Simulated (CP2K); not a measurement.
Crystal: Na.

```xyz
1
Lattice="3.7532 0.0000 0.0000 -0.0469 3.7529 0.0000 -1.8531 -1.8765 2.6704" Properties=species:S:1:pos:R:3 pbc="T T T"
Na    0.0000    0.0000    0.0000
```

This isn't the form of Na at room conditions, which is bcc.

* Program: CP2K 2026.2
* Task: single point
* Functional: PBE
* Potentials or basis: POTENTIAL_UZH Na GTH-PBE-q9; TZVP-MOLOPT-PBE-GTH basis
* Density cutoff: 18368 eV
* k mesh: 10 × 10 × 10
* Occupations: fermi-dirac, width 0.05 eV
* Spin: no spin polarisation

On this cell: pressure 0.0 GPa; band gap on the k mesh none (metal or under the smearing width).

The same run follows on a disturbed copy (cell strained at random at fixed volume):

```
CELL_PARAMETERS angstrom
3.78366 0.00000 0.00000
-0.14691 3.70484 0.00000
-1.77762 -1.92192 2.68332
ATOMIC_POSITIONS crystal
Na 0.99802 0.99502 0.98298
```

Task: What changes?

Result: The energy (extrapolated to zero smearing) moves by +0.4 meV/atom; pressure 0.0 GPa; band gap on the k mesh none (metal or under the smearing width).

Stress tensor (GPa, compression positive):
```
-0.13 -0.01 -0.11
-0.01  0.08  0.12
-0.11  0.12  0.01
```

Caveats: the basis of atomic orbitals isn't converged, which shifts pressures, moduli and gaps.
